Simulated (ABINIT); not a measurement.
A run of ABINIT 10.8.3 (patched build) is set up as follows.

run.abi

```
pp_dirpath "./"
pseudos "Pt.GGA_PBE-JTH.xml, Te.GGA_PBE-JTH.xml"

acell 3*1.0 Angstrom
rprim
     4.0100000000     0.0000000000     0.0000000000
    -2.0050000000     3.4727618692     0.0000000000
     0.0000000000     0.0000000000     5.2010000000
ntypat 2
znucl 78 52
natom 3
typat 1 2 2
xcart
     0.0000000000     0.0000000000     0.0000000000
     3.7889008803     2.1875229427     7.3713491806
    -0.0000000004     4.3750458861     2.4571163935

ecut 16.0
pawecutdg 32.0

kptopt 1
ngkpt 6 6 4
nshiftk 1
shiftk 0.0 0.0 0.0

ixc -116133

nband 15
occopt 3
tsmear 0.00183747

nstep 100
tolvrs 1.0e-9

iomode 3
prtwf 0
prtden 0
prteig 0
prtebands 0
enunit 2
prtvol 2
```

Potentials or basis: JTH PAW PBE v2.0.

Run with:

```console
$ abinit run.abi > log 2>&1
```

Q: Predict the largest force.

A: 1.012 eV/Å.

Q: Predict the band gap on the k mesh.

A: None (metal or under the smearing width).

Q: Predict the pressure.

A: 5.5 GPa.

Stress tensor (GPa, compression positive):
```
5.91 0.00 0.00
0.00 5.91 0.00
0.00 0.00 4.54
```

Caveat: the PAW data sets were made with another functional, which shifts forces and pressure a little. The run has no spin-orbit coupling, so splittings on Pt, Te are missing.
